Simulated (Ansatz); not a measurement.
Mo, a database entry at a rescaled volume

```xyz
2
Lattice="0.0000 3.9800 3.9800 1.9900 0.0000 1.9900 1.9900 1.9900 0.0000" Properties=species:S:1:pos:R:3 pbc="T T T"
Mo    0.0000    0.0000    0.0000
Mo    0.0000    1.9900    1.9900
```

Level: PBE, non-collinear spin; 420 eV; 5×10×10 Γ-centred mesh; fermi-dirac occupations (width 0.1 eV); Ansatz 0.2.0, fixed geometry.

The state carries no moments; the state need not be the lowest.

Question: Describe some of the short contacts.

Answer: Mo–Mo at 2.81 Å: least valence density 0.33 e/Å³ and ELF 0.30 there. Both are smooth PAW fields, read partly inside the augmentation spheres.

Question: Metal or insulator?

Answer: It is a metal, with about 2.3 states/eV a cell as the mean within 0.25 eV of the Fermi level, mostly Mo d (94 %).

Question: Is the cell too large or too small?

Answer: The pressure is 4.0 GPa (compression positive), so with the atoms held at these fractions the cell would first expand.

Origin: a database entry at a rescaled volume.
